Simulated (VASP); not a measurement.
# TaN (P6_3/mmc) in VASP: a series of runs, part 2 of 3

VASP 6.6.1. The steps go on from the part before.

### Step 4. Single point, LDA+U, collinear spin, antiferromagnetic start

INCAR reads:

```
PREC     = Accurate       # precision mode
ENCUT    = 520            # plane-wave cutoff, eV
EDIFF    = 1E-6           # SCF threshold, eV
ISMEAR   = 0              # smearing method
SIGMA    = 0.05           # smearing width, eV
LREAL    = False          # projectors in reciprocal space
LASPH    = True           # aspherical terms in the spheres
NELM     = 100            # most SCF steps
ALGO     = Fast           # electronic algorithm
ISIF     = 2              # what is computed and relaxed
LWAVE    = False          # write WAVECAR
LCHARG   = False          # write CHGCAR
ISPIN    = 2              # spin polarisation
MAGMOM   = 0.5 -0.5 0 0   # initial moments
LORBIT   = 11             # projections on sites
LMAXMIX  = 4              # l up to which the mixer works
LDAU     = True           # DFT+U
LDAUTYPE = 2            
LDAUL    = 2 -1           # shell
LDAUU    = 2 0            # U, eV
LDAUJ    = 0 0          
LDAUPRINT= 1            
GGA      = CA             # functional
```

KPOINTS reads:

```
Automatic mesh
0
Gamma
  7 7 4
```

POSCAR reads:

```
TaN
1.0
    3.0480018400      0.0000000000      0.0000000000
   -1.5240009200      2.6396470300      0.0000000000
    0.0000000000      0.0000000000      4.9179997800
Ta N
2 2
Direct
    0.0000000000      0.0000000000      0.0000000000
    0.0000000000      0.0000000000      0.5000000000
    0.3333333333      0.6666666667      0.2500000000
    0.6666666667      0.3333333333      0.7500000000
```

Potentials or basis: VASP PAW LDA potentials, release 64 (Ta_pv, N).

The run is started by

```sh
$ cat potpaw_LDA.64/Ta_pv/POTCAR potpaw_LDA.64/N/POTCAR > POTCAR
$ mpirun -np 1 vasp_std > vasp.out
```

OUTCAR:

```text
PREC = Accurate
   ENCUT = 520
   EDIFF = 1E-6
   ISMEAR = 0
   LREAL = False
   LASPH = True
   NELM = 100
   ISIF = 2
   ISPIN = 2
   LORBIT = 11
   GGA = CA

 ion  position               nearest neighbor table
   1  0.000  0.000  0.000-   3 2.15   4 2.15   4 2.15   3 2.15   4 2.15   3 2.15   2 2.46   2 2.46

   2  0.000  0.000  0.500-   3 2.15   4 2.15   4 2.15   3 2.15   4 2.15   3 2.15   1 2.46   1 2.46

   3  0.333  0.667  0.250-   1 2.15   2 2.15   1 2.15   2 2.15   1 2.15   2 2.15
   4  0.667  0.333  0.750-   1 2.15   2 2.15   1 2.15   2 2.15   1 2.15   2 2.15

  LATTYP: Found a hexagonal cell.
 ALAT       =     3.0480018400
 C/A-ratio  =     1.6135160142

  Lattice vectors:

 A1 = (   3.0480018400,   0.0000000000,   0.0000000000)
 A2 = (  -1.5240009200,   2.6396470300,   0.0000000000)
 A3 = (   0.0000000000,   0.0000000000,   4.9179997800)

Analysis of symmetry for initial positions (statically):
=====================================================================
 Subroutine PRICEL returns:
 Original cell was already a primitive cell.

 Routine SETGRP: Setting up the symmetry group for a
 hexagonal supercell.

 Subroutine GETGRP returns: Found 24 space group operations
 (whereof 12 operations were pure point group operations)
 out of a pool of 24 trial point group operations.

The static configuration has the point symmetry D_3d.
 The point group associated with its full space group is D_6h.

Analysis of symmetry for dynamics (positions and initial velocities):
=====================================================================
 Subroutine PRICEL returns:
 Original cell was already a primitive cell.

 Routine SETGRP: Setting up the symmetry group for a
 hexagonal supercell.

 Subroutine GETGRP returns: Found 24 space group operations
 (whereof 12 operations were pure point group operations)
 out of a pool of 24 trial point group operations.

[... 239 lines left out ...]

  energy without entropy =      -42.38570166  energy(sigma->0) =      -42.38685835

 E-fermi :  10.0289     XC(G=0): -13.9784

 val. band max:       10.0283775031   @ k =   0.4286   0.1429   0.2500
 cond. band min:      10.0634728834   @ k =   0.0000   0.0000   0.5000
 fundamental gap:      0.0350953803
 Fermi energy:        10.0288783192

 spin component 1

 k-point     1 :       0.0000    0.0000    0.0000
  band No.  band energies     occupation
      1     -27.3588      1.00000
      2     -25.5138      1.00000
      3     -25.5138      1.00000
      4     -25.1336      1.00000
      5     -25.1336      1.00000
      6     -24.2955      1.00000
[... 528 lines left out ...]
      6     -25.7607      1.00000
[... 12 lines left out ...]
     19      12.8172      0.00000
     20      12.8172      0.00000
 Fermi energy:        10.0288783192

 spin component 2

 k-point     1 :       0.0000    0.0000    0.0000
  band No.  band energies     occupation
      1     -27.3588      1.00000
      2     -25.5138      1.00000
      3     -25.5138      1.00000
      4     -25.1336      1.00000
      5     -25.1336      1.00000
      6     -24.2955      1.00000
[... 541 lines left out ...]
     19      12.8172      0.00000
     20      12.8172      0.00000

------------------------ aborting loop because EDIFF is reached ----------------------------------------

  FORCE on cell =-STRESS in cart. coord.  units (eV):
  Direction    XX          YY          ZZ          XY          YZ          ZX
  --------------------------------------------------------------------------------------
  -------------------------------------------------------------------------------------
  Total        5.2975075      5.2975075     26.8962048      0.0000000     -0.0000000      0.0000000
  in kB      214.5026060    214.5026069   1089.0604784      0.0000000     -0.0000000      0.0000000
  external PRESSURE =     506.0218971 kB  Pullay stress =       0.0000000 kB

 VOLUME and BASIS-vectors are now :
 -----------------------------------------------------------------------------
  energy-cutoff  :      520.00
  volume of cell :       39.57
      direct lattice vectors                 reciprocal lattice vectors
     3.048001840  0.000000000  0.000000000     0.328083791  0.189419265  0.000000000
    -1.524000920  2.639647030  0.000000000     0.000000000  0.378838530  0.000000000
     0.000000000  0.000000000  4.917999780     0.000000000  0.000000000  0.203334698

 POSITION                                       TOTAL-FORCE (eV/Angst)
 -----------------------------------------------------------------------------------
      0.00000      0.00000      0.00000        -0.000000     -0.000000      0.000000
      0.00000      0.00000      2.45900        -0.000000     -0.000000      0.000000
     -0.00000      1.75976      1.22950        -0.000000      0.000000     -0.000000
      1.52400      0.87988      3.68850         0.000000     -0.000000      0.000000
 -----------------------------------------------------------------------------------
    total drift:                               -0.000000      0.000000      0.000000

  FREE ENERGIE OF THE ION-ELECTRON SYSTEM (eV)
  ---------------------------------------------------
  free  energy   TOTEN  =       -42.3880150416 eV

  energy  without entropy=      -42.3857016647  energy(sigma->0) =      -42.38685835

 total charge

# of ion       s       p       d       tot
------------------------------------------
    1        0.336   6.304   2.683   9.323
    2        0.336   6.304   2.683   9.323
    3        1.226   2.572   0.000   3.797
    4        1.226   2.572   0.000   3.797
--------------------------------------------------
tot          3.122  17.751   5.366  26.239

 magnetization (x)

# of ion       s       p       d       tot
------------------------------------------
    1        0.000   0.000   0.000   0.000
    2       -0.000  -0.000  -0.000  -0.000
    3        0.000   0.000   0.000   0.000
    4        0.000   0.000   0.000   0.000
--------------------------------------------------
tot          0.000   0.000   0.000   0.000
```

stdout:

```text
POSCAR found type information on POSCAR TaN
 POSCAR found :  2 types and       4 ions
 scaLAPACK will be used
 LDA part: xc-table for (Slater(with rela. corr.)+CA(PZ))
 , standard interpolation
 POSCAR, INCAR and KPOINTS ok, starting setup
 FFT: planning ... GRIDC
[... 17 lines left out ...]
|     is unoccupied at all k-points. It is always recommended to include      |
|     a few unoccupied bands to accelerate the convergence of                 |
|     molecular-dynamics runs (even for insulators or semiconductors),        |
|     since the presence of unoccupied bands improves wavefunction            |
|     prediction and helps to suppress 'band-crossings'.                      |
|                                                                             |
 -----------------------------------------------------------------------------
```

Run time: 23 s. Hardware: 1 thread of Intel Xeon Platinum 8488C (Sapphire Rapids), shared host; peak memory 0.16 GiB.

Results:

```
Free energy                                           : -42.3880 eV
Pressure                                              : 50.6 GPa
Band gap on the k mesh                                : none (metal or under the smearing width)
Net moment                                            : 0.00 μB per cell
Valence electrons inside the program's atomic spheres : Ta 9.32; N 3.80
```

Eigenvalues of the final occupation matrices:
```csv
site,spin,trace,eigenvalues
site 1 d,1,1.37,0.23 0.23 0.27 0.27 0.38
site 1 d,2,1.37,0.23 0.23 0.27 0.27 0.38
site 2 d,1,1.37,0.23 0.23 0.27 0.27 0.38
site 2 d,2,1.37,0.23 0.23 0.27 0.27 0.38
```

Caveat: a pressure of tens of GPa on the cell as given is suspect, and the run, the potentials or the cell itself is likely at fault.

[end of part 2 of 3]
